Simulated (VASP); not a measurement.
# BaS (Fm-3m) in VASP: settings compared

Aim: see how the results for BaS move with the level of theory and the settings. Levels: PBEsol-based global hybrid with 25 % exact exchange, LDA, HSE06. Tasks: relaxation of cell and atoms, single point.

All numbers are computed with VASP 6.6.1; they aren't measurements. Logs are shortened: lines on timing, memory, paths and dates and some standing lists are left out, and cuts for length are marked.

**The experiment to reproduce.**

A printed reference work, monograph, original work of 1988 reports, for a bulk crystal of BaS at 2 K: band gap 3.806 eV (indirect).

How close the calculation comes is told below.

## 1. The cell of the first run

Symmetry: Fm-3m, No. 225, cubic system. The conventional cell has a = 6.388 Å, b = 6.388 Å, c = 6.388 Å, α = 90.00°, β = 90.00°, γ = 90.00°. Within 4.2 Å of Ba (site symmetry m-3m) lie 6 S at 3.19 Å. Within 4.2 Å of S (site symmetry m-3m) lie 6 Ba at 3.19 Å.

## 2. Relaxation of cell and atoms, PBEsol-based global hybrid with 25 % exact exchange

The input, POSCAR:

```
BaS
1.0
    0.0000000000      3.1937500000      3.1937500000
    3.1937500000      0.0000000000      3.1937500000
    3.1937500000      3.1937500000      0.0000000000
Ba S
1 1
Direct
    0.0000000000      0.0000000000      0.0000000000
    0.5000000000      0.5000000000      0.5000000000
```

The input, INCAR.step1:

```
SYSTEM = BaS
ALGO = Normal
EDIFF = 1E-5
ENCUT = 600
GGA = PE
ISMEAR = -1
LASPH = .TRUE.
LCHARG = .FALSE.
LREAL = .FALSE.
LWAVE = .TRUE.
NBANDS = 15
NELM = 60
PREC = Accurate
SIGMA = 0.05
```

The input, INCAR.step2:

```
SYSTEM = BaS
AEXX = 0.25
ALGO = Normal
EDIFF = 1E-7
EDIFFG = -0.01
ENCUT = 600
GGA = PS
IBRION = 2
ISIF = 3
ISMEAR = -1
ISTART = 1
LASPH = .TRUE.
LCHARG = .FALSE.
LHFCALC = .TRUE.
LREAL = .FALSE.
LWAVE = .FALSE.
NELM = 60
NSW = 60
PREC = Accurate
PRECFOCK = Normal
SIGMA = 0.05
```

The input, KPOINTS:

```
k-points
0
G
  4 4 4
  0 0 0
```

Potentials or basis: VASP PAW PBE potentials, release 64 (Ba_sv, S).

Started as:

```
> cat potpaw_PBE.64/Ba_sv/POTCAR potpaw_PBE.64/S/POTCAR > POTCAR
> cp INCAR.step1 INCAR
> mpirun -np 1 vasp_std > vasp.out
> cp INCAR.step2 INCAR
> mpirun -np 1 vasp_std > vasp.out
```

OUTCAR:

```text
SYSTEM = BaS
   AEXX = 0.25
   EDIFF = 1E-7
   EDIFFG = -0.01
   ENCUT = 600
   GGA = PS
   IBRION = 2
   ISIF = 3
   ISMEAR = -1
   ISTART = 1
   LASPH = .TRUE.
   LHFCALC = .TRUE.
   LREAL = .FALSE.
   NELM = 60
   NSW = 60
   PREC = Accurate
   PRECFOCK = Normal

 ion  position               nearest neighbor table
   1  0.000  0.000  0.000-   2 3.19   2 3.19   2 3.19   2 3.19   2 3.19   2 3.19
   2  0.500  0.500  0.500-   1 3.19   1 3.19   1 3.19   1 3.19   1 3.19   1 3.19

  LATTYP: Found a face centered cubic cell.
 ALAT       =     6.3875000000

  Lattice vectors:

 A1 = (   0.0000000000,   3.1937500000,   3.1937500000)
 A2 = (   3.1937500000,   0.0000000000,   3.1937500000)
 A3 = (   3.1937500000,   3.1937500000,   0.0000000000)

Analysis of symmetry for initial positions (statically):
=====================================================================
 Subroutine PRICEL returns:
 Original cell was already a primitive cell.

 Routine SETGRP: Setting up the symmetry group for a
 face centered cubic supercell.

 Subroutine GETGRP returns: Found 48 space group operations
 (whereof 48 operations were pure point group operations)
 out of a pool of 48 trial point group operations.

The static configuration has the point symmetry O_h .

Analysis of symmetry for dynamics (positions and initial velocities):
=====================================================================
 Subroutine PRICEL returns:
 Original cell was already a primitive cell.

 Routine SETGRP: Setting up the symmetry group for a
 face centered cubic supercell.

 Subroutine GETGRP returns: Found 48 space group operations
 (whereof 48 operations were pure point group operations)
 out of a pool of 48 trial point group operations.

The dynamic configuration has the point symmetry O_h .

 Subroutine INISYM returns: Found 48 space group operations
 (whereof 48 operations are pure point group operations),
 and found     1 'primitive' translations

----------------------------------------------------------------------------------------

                                     Primitive cell

  volume of cell :      65.1527

  direct lattice vectors                    reciprocal lattice vectors
     0.000000000  3.193750000  3.193750000    -0.156555773  0.156555773  0.156555773
[... 68 lines left out ...]
   NELM   =     60;   NELMIN=  2; NELMDL=  0     # of ELM steps
   EDIFF  = 0.1E-06   stopping-criterion for ELM
   LREAL  =      F    real-space projection
   EDIFFG = -.1E-01   stopping-criterion for IOM
   NSW    =     60    number of steps for IOM
   IBRION =      2    ionic relax: 0-MD 1-quasi-New 2-CG
   NFREE  =      1    steps in history (QN), initial steepest desc. (CG)
   ISIF   =      3    stress and relaxation
   ISYM   =      3    0-nonsym 1-usesym 2-fastsym
   POTIM  = 0.5000    time-step for ionic-motion
   TEBEG  =    0.0;   TEEND  =   0.0 temperature during run
   PSTRESS=    0.0 pullay stress
   NELECT =      16.0000    total number of electrons
   NUPDOWN=      -1.0000    fix difference up-down
   EMIN   =  10.00;   EMAX   =-10.00  energy-range for DOS
   EFERMI =   0.00;   METHOD = LEGACY
   ISMEAR =    -1;   SIGMA  =   0.05  broadening in eV -4-tet -1-fermi 0-gaus
   EFERMI_NEDOS =   21; number of points for ismear=-14 and -15
   IALGO  =     38    algorithm
   IMIX   =      1    mixing-type and parameters
     AMIX     =   0.40;   BMIX     =  1.00
     AMIX_MAG =   1.60;   BMIX_MAG =  1.00
  volume/ion in A,a.u.               =      32.58       219.84
  Fermi-wavevector in a.u.,A,eV,Ry     =   1.025189  1.937326 14.299891  1.051012
  Thomas-Fermi vector in A             =   2.159016
   LORBIT       =      0    0 simple, 1 ext, 2 COOP (PROOUT), +10 PAW based schemes
   GGA     = PS    functional components
   LHFCALC =     T    Hartree Fock is set to
   PRECFOCK=normal    Normal, Fast or Accurate (Low or Medium for compatibility)
   ENCUT4O =  -1.0   cutoff for four orbital integrals eV
   NKREDX  =     1    reduce k-point grid by
   NKREDY  =     1    reduce k-point grid by
   NKREDZ  =     1    reduce k-point grid by
   AEXX    =    0.2500 exact exchange contribution
   HFSCREEN=    0.0000 screening length (either q_TF or 0.3 A-1)
   HFSCREENC=   0.0000 screening length for correlation (either q_TF or 0.3 A-1)
   ENCUTFOCK=  -1.0 apply spherical cutoff to Coloumb kernel
   IVDW    =     0    specifies the selected vdW correction
   LEPSILON=     F    determine dielectric tensor
   LRPA    =     F    only Hartree local field effects (RPA)
 conjugate gradient relaxation of ions
 non-spin polarized calculation
  energy-cutoff  :      600.00
  volume of cell :       65.15
 maximum number of plane-waves:      2200
  NGX = 28; NGY = 28; NGZ = 28

--------------------------------------- Ionic step        1  -------------------------------------------

 number of electron      16.0000001 magnetization

 Free energy of the ion-electron system (eV)
  ---------------------------------------------------
  ext. energy  EPLUGINS =         0.00000000
  ---------------------------------------------------
  free energy    TOTEN  =       -12.51998705 eV

  energy without entropy =      -12.51998705  energy(sigma->0) =      -12.51998705

------------------------ aborting loop because EDIFF is reached ----------------------------------------

  FORCE on cell =-STRESS in cart. coord.  units (eV):
  Direction    XX          YY          ZZ          XY          YZ          ZX
  --------------------------------------------------------------------------------------
  -------------------------------------------------------------------------------------
  Total       -0.1898167     -0.1898167     -0.1898167     -0.0000000      0.0000000     -0.0000000
  in kB       -4.6678004     -4.6678004     -4.6678004     -0.0000000      0.0000000     -0.0000000
  external PRESSURE =      -4.6678004 kB  Pullay stress =       0.0000000 kB
[... 59 lines left out ...]
--------------------------------------- Ionic step        3  -------------------------------------------

 number of electron      16.0000001 magnetization

 Free energy of the ion-electron system (eV)
  ---------------------------------------------------
  ext. energy  EPLUGINS =         0.00000000
  ---------------------------------------------------
  free energy    TOTEN  =       -12.52091693 eV

  energy without entropy =      -12.52091693  energy(sigma->0) =      -12.52091693

 E-fermi :   1.4352     XC(G=0):  -7.0131

 val. band max:        0.3800638797   @ k =   0.0000   0.0000   0.0000
 cond. band min:       3.9894465419   @ k =   0.5000   0.5000   0.0000
 fundamental gap:      3.6093826621
 Fermi energy:         1.4352112844

 k-point     1 :       0.0000    0.0000    0.0000
  band No.  band energies     occupation
      1     -27.4267      2.00000
      2     -11.4018      2.00000
      3     -11.4018      2.00000
      4     -11.4018      2.00000
      5     -11.1203      2.00000
      6       0.3801      2.00000
      7       0.3801      2.00000
      8       0.3801      2.00000
      9       5.5601      0.00000
     10       5.9591      0.00000
     11       5.9591      0.00000
     12       5.9591      0.00000
[... 132 lines left out ...]
  FREE ENERGIE OF THE ION-ELECTRON SYSTEM (eV)
  ---------------------------------------------------
  free  energy   TOTEN  =       -12.5209169317 eV

  energy  without entropy=      -12.5209169316  energy(sigma->0) =      -12.52091693

 reached required accuracy - stopping structural energy minimisation
```

OSZICAR.step1:

```text
N       E                     dE             d eps       ncg     rms          rms(c)
DAV:   1     0.894703137141E+02    0.89470E+02   -0.72765E+03   240   0.103E+03
DAV:   2    -0.528408039455E+01   -0.94754E+02   -0.87653E+02   317   0.177E+02
DAV:   3    -0.105669444187E+02   -0.52829E+01   -0.52499E+01   327   0.442E+01
DAV:   4    -0.106623927891E+02   -0.95448E-01   -0.95402E-01   291   0.563E+00
DAV:   5    -0.106643586344E+02   -0.19658E-02   -0.19658E-02   312   0.692E-01    0.481E+00
DAV:   6    -0.101629722568E+02    0.50139E+00   -0.68779E-01   275   0.492E+00    0.327E+00
DAV:   7    -0.101647627002E+02   -0.17904E-02   -0.19399E-01   297   0.245E+00    0.215E+00
DAV:   8    -0.101775425189E+02   -0.12780E-01   -0.21593E-02   254   0.108E+00    0.260E-01
DAV:   9    -0.101792430988E+02   -0.17006E-02   -0.35360E-03   310   0.471E-01    0.156E-01
DAV:  10    -0.101800693646E+02   -0.82627E-03   -0.84073E-04   268   0.203E-01    0.491E-02
DAV:  11    -0.101801910264E+02   -0.12166E-03   -0.17180E-04   282   0.839E-02    0.118E-02
DAV:  12    -0.101801939785E+02   -0.29521E-05   -0.79913E-06   233   0.193E-02
   1 F= -.10180194E+02 E0= -.10180194E+02  d E =-.178934E-09
```

It took 19 min on 1 thread of AMD EPYC 7R13 (Zen 3), shared host; peak memory 0.21 GiB.

Results:

| Property | Result |
| --- | --- |
| Free energy | -12.5209 eV |
| Relaxed volume | 32.26 Å³/atom |
| Relaxed cell | a = 4.502 Å, b = 4.502 Å, c = 4.502 Å, α = 60.00°, β = 60.00°, γ = 60.00° |
| Space group after relaxing (to 0.1 Å) | Fm-3m (No. 225) |
| Energy gained by relaxing | 0.5 meV/atom |
| Ionic steps | 3 |
| Pressure after relaxing | 0.0 GPa |
| Band gap on the k mesh | 3.61 eV (least direct gap 3.77 eV) |

Step by step:
```
step  energy change (eV)  largest force (eV/Å)  pressure (GPa)  volume (Å³)
   1              0.0000                0.0000           -0.47        65.15
   2             -0.0008                0.0000            0.19        64.26
   3             -0.0009                0.0000            0.00        64.52
```

Final structure:
```
Ba S
1.0
     0.00000    3.18330    3.18330
     3.18330    0.00000    3.18330
     3.18330    3.18330    0.00000
Ba S
1 1
Cartesian
  0.0000 0.0000 0.0000
  3.1833 3.1833 3.1833
```

Caveat: the k points lie up to 0.43 Å⁻¹ apart in the final cell; the PAW data sets were made with another functional, which shifts forces and pressure a little; spin-orbit coupling is left out, which moves the levels of the heavy elements.

## 3. Single point, LDA

This run uses another cell than the first one, of 30.83 Å³/atom.

The input, INCAR:

```
SYSTEM = BaS
ALGO = Normal
EDIFF = 1E-6
ENCUT = 520
ISIF = 2
ISMEAR = -1
LASPH = .True.
LCHARG = .False.
LREAL = .False.
LWAVE = .False.
NBANDS = 15
NELM = 100
PREC = Accurate
SIGMA = 0.05
```

The input, KPOINTS:

```
k-points
0
Gamma
  7 7 7
  0 0 0
```

The input, POSCAR:

```
BaS
1.0
    0.0000000000      3.1357795502      3.1357795502
    3.1357795502      0.0000000000      3.1357795502
    3.1357795502      3.1357795502      0.0000000000
Ba S
1 1
Direct
    0.0000000000      0.0000000000      0.0000000000
    0.5000000000      0.5000000000      0.5000000000
```

Potentials or basis: VASP PAW LDA potentials, release 64 (Ba_sv, S).

Started as:

```
> cat potpaw_LDA.64/Ba_sv/POTCAR potpaw_LDA.64/S/POTCAR > POTCAR
> mpirun -np 1 vasp_std > vasp.out
```

Run time: 14 s. Hardware: 1 thread of Intel Xeon Platinum 8488C (Sapphire Rapids), shared host; peak memory 0.17 GiB.

It converged, with:

* Free energy: -11.1725 eV
* Pressure: 0.8 GPa
* Band gap on the k mesh: 1.86 eV (least direct gap 1.98 eV)

Levels at points of the mesh, in eV from the valence-band top:
| k point | band 5 | band 6 | band 7 | band 8 | band 9 | band 10 | band 11 | band 12 |
| --- | --- | --- | --- | --- | --- | --- | --- | --- |
| (0.00, 0.00, 0.00) | -10.40 | 0.00 | 0.00 | 0.00 | 3.58 | 3.70 | 3.70 | 3.70 |

Caveat: spin-orbit coupling is left out, which moves the levels of the heavy elements; an odd mesh through Γ misses points on the zone boundary, where band edges can lie.

## 4. Relaxation of cell and atoms, LDA

The input, INCAR:

```
SYSTEM = BaS
ALGO = Normal
EDIFF = 1E-7
EDIFFG = -0.02
ENCUT = 600
IBRION = 2
ISIF = 3
ISMEAR = -1
LASPH = .True.
LCHARG = .False.
LREAL = .False.
LWAVE = .False.
NELM = 60
NSW = 80
PREC = Accurate
SIGMA = 0.05
```

KPOINTS is that of step 3.

The input, POSCAR:

```
BaS
1.0
    0.0000000000      3.1937500000      3.1937500000
    3.1937500000      0.0000000000      3.1937500000
    3.1937500000      3.1937500000      0.0000000000
Ba S
1 1
Direct
    0.0000000000      0.0000000000      0.0000000000
    0.5000000000      0.5000000000      0.5000000000
```

Started as:

```
> cat potpaw_LDA.64/Ba_sv/POTCAR potpaw_LDA.64/S/POTCAR > POTCAR
> mpirun -np 1 vasp_std > vasp.out
```

Wall time 27 s (1 thread of Intel Xeon Platinum 8488C (Sapphire Rapids), shared host); peak memory 0.18 GiB.

It converged, with:

```
Free energy                           : -11.1751 eV
Relaxed volume                        : 31.31 Å³/atom
Relaxed cell                          : a = 4.457 Å, b = 4.457 Å, c = 4.457 Å, α = 60.00°, β = 60.00°, γ = 60.00°
Space group after relaxing (to 0.1 Å) : Fm-3m (No. 225)
Energy gained by relaxing             : 7.5 meV/atom
Ionic steps                           : 3
Pressure after relaxing               : 0.0 GPa
Band gap on the k mesh                : 1.89 eV (least direct gap 2.02 eV)
```

Step by step:
```tsv
step	energy change (eV)	largest force (eV/Å)	pressure (GPa)	volume (Å³)
1	0.0000	0.0000	-1.83	65.15
2	-0.0129	0.0000	0.76	61.70
3	-0.0150	0.0000	0.00	62.61
```

Final structure:
```xyz
2
Lattice="0.0000 3.1517 3.1517 3.1517 0.0000 3.1517 3.1517 3.1517 0.0000" Properties=species:S:1:pos:R:3 pbc="T T T"
Ba    0.0000    0.0000    0.0000
S     3.1517    3.1517    3.1517
```

Levels at points of the mesh, in eV from the valence-band top:
```tsv
k point	band 6	band 7	band 8	band 9	band 10	band 11
(0.00, 0.00, 0.00)	0.00	0.00	0.00	3.51	3.70	3.70
```

Caveat: spin-orbit coupling is left out, which moves the levels of the heavy elements; an odd mesh through Γ misses points on the zone boundary, where band edges can lie.

## 5. Single point, HSE06

This run uses another cell than the first one, of 30.62 Å³/atom.

The input, POSCAR:

```
BaS
1.0
    0.0000000000      3.1285531347      3.1285531347
    3.1285531347      0.0000000000      3.1285531347
    3.1285531347      3.1285531347      0.0000000000
Ba S
1 1
Direct
    0.0000000000      0.0000000000      0.0000000000
    0.5000000000      0.5000000000      0.5000000000
```

The input, INCAR.step1:

```
SYSTEM = BaS
PREC = Accurate
ENCUT = 520
EDIFF = 1E-5
ISMEAR = -1
SIGMA = 0.05
LREAL = .FALSE.
LASPH = .TRUE.
NELM = 60
ALGO = Normal
ISIF = 2
LWAVE = .TRUE.
GGA = PE
NBANDS = 15
```

The input, INCAR.step2:

```
SYSTEM = BaS
PREC = Accurate
ENCUT = 520
EDIFF = 1E-7
ISMEAR = -1
SIGMA = 0.05
LREAL = .FALSE.
LASPH = .TRUE.
NELM = 60
ALGO = Normal
ISIF = 2
LWAVE = .FALSE.
LCHARG = .TRUE.
GGA = PE
LHFCALC = .TRUE.
HFSCREEN = 0.2079
PRECFOCK = Normal
LELF = .TRUE.
LVHAR = .TRUE.
ISTART = 1
NBANDS = 15
```

The input, KPOINTS:

```
Automatic mesh
0
G
  4 4 4
  0 0 0
```

Potentials or basis: VASP PAW PBE potentials, release 64 (Ba_sv, S).

Started as:

```
> cat potpaw_PBE.64/Ba_sv/POTCAR potpaw_PBE.64/S/POTCAR > POTCAR
> cp INCAR.step1 INCAR
> mpirun -np 1 vasp_std > vasp.out
> cp INCAR.step2 INCAR
> mpirun -np 1 vasp_std > vasp.out
```

Run time: 8.8 min. Hardware: 1 thread of Intel Xeon Platinum 8375C at 2.90GHz (Ice Lake), shared host; peak memory 0.31 GiB.

The run converged. Its results:

| Item | Value |
| --- | --- |
| Free energy | -11.4756 eV |
| Pressure | 4.4 GPa |
| Band gap on the k mesh | 2.90 eV (least direct gap 3.02 eV) |

Levels at points of the mesh, in eV from the valence-band top:
| k point | band 6 | band 7 | band 8 | band 9 | band 10 | band 11 |
| --- | --- | --- | --- | --- | --- | --- |
| (0.00, 0.00, 0.00) | 0.00 | 0.00 | 0.00 | 4.92 | 4.92 | 4.92 |
| (0.50, 0.00, 0.00) | -2.22 | -1.29 | -1.29 | 6.85 | 6.93 | 7.80 |
| (0.50, 0.50, 0.00) | -0.50 | -0.12 | -0.12 | 2.90 | 7.26 | 7.60 |

Caveat: the k points lie up to 0.43 Å⁻¹ apart; the PAW data sets were made with another functional, which shifts forces and pressure a little; spin-orbit coupling is left out, which moves the levels of the heavy elements.

## 6. Summary

```tsv
task	level	potentials or basis	cell	k mesh	cutoff (eV)	grid for exact exchange (PRECFOCK)	share of exact exchange	screening parameter	gap on the mesh (eV)	pressure (GPa)	relaxed volume (Å³/atom)
relaxation of cell and atoms	PBEsol-based global hybrid with 25 % exact exchange	VASP PAW PBE potentials, release 64 (Ba_sv, S)	relaxed from a = 4.517 Å, angles 60.0°, 2 atoms	4 × 4 × 4	600	Normal	0.25	-	3.61	0.0	32.26
single point	LDA	VASP PAW LDA potentials, release 64 (Ba_sv, S)	a = 4.435 Å, angles 60.0°, 2 atoms	7 × 7 × 7	520	-	-	-	1.86	0.8	-
relaxation of cell and atoms	LDA	VASP PAW LDA potentials, release 64 (Ba_sv, S)	relaxed from a = 4.517 Å, angles 60.0°, 2 atoms	7 × 7 × 7	600	-	-	-	1.89	0.0	31.31
single point	HSE06	VASP PAW PBE potentials, release 64 (Ba_sv, S)	a = 4.424 Å, angles 60.0°, 2 atoms	4 × 4 × 4	520	Normal	0.25	0.2079 1/Å	2.90	4.4	-
```

Alike in all rows: no spin polarisation; smearing fermi-dirac 0.05 eV.

Caveats: some runs use coarse meshes; spin-orbit coupling is left out, which moves the levels of the heavy elements; the PAW data sets were made with another functional, which shifts forces and pressure a little (at least some runs); an odd mesh through Γ misses points on the zone boundary, where band edges can lie (at least some runs).

Total energies depend on the potentials used, so only differences within one code and one set of settings carry meaning.

## 7. Comparison with measurements

Step 3. A measured gap of BaS is 3.806 eV (indirect; 2 K; a printed reference work, monograph, original work of 1988); the calculated 1.86 eV misses it by -1.95 eV. So large a miss can be the level of theory's own, or it may mean another phase, state or a wrong row. Spin-orbit coupling on Ba is left out. The value is that of LDA on a finite k mesh, which can miss the band edges, without temperature or zero-point motion. Semilocal functionals fall short of measured gaps as a rule.
